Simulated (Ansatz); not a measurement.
Reaction (formal exchange of groups at the Al–C bond): `[CH3][AlH][TeH]` + `O=C(O)C[SiH3]` → `[SiH3][CH2][AlH][TeH]` + acetic acid

Computed with Ansatz on PBE0-D4/def2-TZVP structures; ΔE is electronic, products minus reactants. CCSD(T)/CBS is the MP2 limit (def2-TZVPP, def2-QZVPP) plus CCSD(T) − MP2 in def2-TZVPP, frozen cores. Elements past krypton have def2 core potentials. For Te outer-core shells are correlated without core-valence functions, which leaves a few kJ/mol of doubt a bond. One conformer a species, not always the lowest.

```csv
species,CCSD(T)/CBS(def2) energy (Eh)
`[CH3][AlH][TeH]`,-550.83681
`O=C(O)C[SiH3]`,-519.15248
`[SiH3][CH2][AlH][TeH]`,-841.12140
`CC(=O)O`,-228.87529
```

Question: Work out ΔE.

Answer: ΔE = (-841.12140) + (-228.87529) − (-550.83681) − (-519.15248) = -0.00740 Eh = -19.4 kJ/mol.

Largest T1 diagnostic among the species: 0.015.

The D4 term adds −3.2 kJ/mol with B3LYP and −2.0 kJ/mol with PBE0; it sums over pairs of atoms, weighted by their polarisabilities, and B3LYP, whose exchange is more repulsive, gets the larger term.

B3LYP here is the variant with VWN-RPA as its local correlation; programs differ in this.
